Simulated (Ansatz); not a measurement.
## TaN: pressure against volume, fitted

```
CELL_PARAMETERS angstrom
5.19600 0.00000 0.00000
-2.59800 4.49987 0.00000
0.00000 0.00000 2.91100
ATOMIC_POSITIONS crystal
Ta 0.33333 0.66667 0.50000
Ta 0.66667 0.33333 0.50000
Ta 0.00000 0.00000 0.00000
N 0.39285 0.00000 0.00000
N 0.60715 0.60715 0.00000
N 0.00000 0.39285 0.00000
```

Atoms are numbered in the order listed.

The conventional cell has a = 5.196 Å, b = 5.196 Å, c = 2.911 Å, α = 90.00°, β = 90.00°, γ = 120.00°. Around Ta (atom 1) lie 6 N at 2.16 Å. Ta (atom 3) has 3 N at 2.04 Å as nearest neighbours. N (atom 4) is surrounded by 5 Ta at 2.04 to 2.16 Å.

The cell is COD entry 2106407, as deposited and not checked against the literature; nothing was relaxed.

No spin–orbit coupling, which matters for the heavy atoms here.

Level of theory: DFT, PBE, all-electron LAPW, scalar-relativistic (Ansatz 0.2.0).

Settings: a Γ-centred 6×6×9 k mesh, Fermi–Dirac smearing of 0.01 eV, basis error target 1 meV/atom, no spin polarisation.

The cell is scaled evenly. Fractional coordinates are held (clamped ions).

```json
{"V (Å³/atom)": "10.663", "P (GPa)": "28.27"}
{"V (Å³/atom)": "11.117", "P (GPa)": "11.97"}
{"V (Å³/atom)": "11.230", "P (GPa)": "8.39"}
{"V (Å³/atom)": "11.344", "P (GPa)": "5.00"}
{"V (Å³/atom)": "11.457", "P (GPa)": "1.77"}
{"V (Å³/atom)": "11.571", "P (GPa)": "-1.29"}
{"V (Å³/atom)": "11.798", "P (GPa)": "-6.96"}
{"V (Å³/atom)": "12.024", "P (GPa)": "-12.07"}
```

Fit a third-order Birch–Murnaghan curve to the pressures.

P = (3B0/2)(y^(7/2) − y^(5/2))[1 + (3/4)(B0′ − 4)(y − 1)] with y = (V0/V)^(2/3) fits within 0.01 GPa for V0 = 11.522 Å³/atom, B0 = 309.7 GPa and B0′ = 4.22.

Predict the pressure at the withheld volume, 10.890 Å³/atom.

There y = 1.0383, so the fit gives 19.69 GPa; the run gave 19.70 GPa.
